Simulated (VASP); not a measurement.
HgTe (Coloradoite), 4 atoms in the cell. The cell holds a slab with vacuum, 4 atoms: a = 4.546 Å, b = 4.546 Å, c = 16.640 Å, α = 90.00°, β = 90.00°, γ = 60.00°. 

| Item | Value |
| --- | --- |
| Program | VASP 6.6.1 |
| Task | single point |
| Functional | PBEsol |
| Potentials or basis | VASP PAW PBE potentials, release 64 (Hg, Te) |
| Cutoff | 520 eV |
| k mesh | 4 × 4 × 1 |
| Occupations | methfessel-paxton, width 0.05 eV |
| Spin | no spin polarisation |
| Dipole correction | yes |
| Electric field (eV/Å) | -0.05 |
| Further INCAR settings | ALGO = Fast; EDIFF = 1e-06; NBANDS = 26; EFIELD = 0.05 |

Potentials or basis: VASP PAW PBE potentials, release 64 (Hg, Te).

Launch:

```sh
$ cat potpaw_PBE.64/Hg/POTCAR potpaw_PBE.64/Te/POTCAR > POTCAR
$ mpirun -np 1 vasp_std > vasp.out
```

Hardware: 1 thread of Intel(R) Xeon(R) 6975P-C (Granite Rapids), with other jobs on the host.

Question: How long does it take, and how much memory?

Answer: It took 38 s on 1 thread of Intel(R) Xeon(R) 6975P-C (Granite Rapids) (shared host), peak memory 0.39 GiB. Counts: scf iterations 18, k points 4.
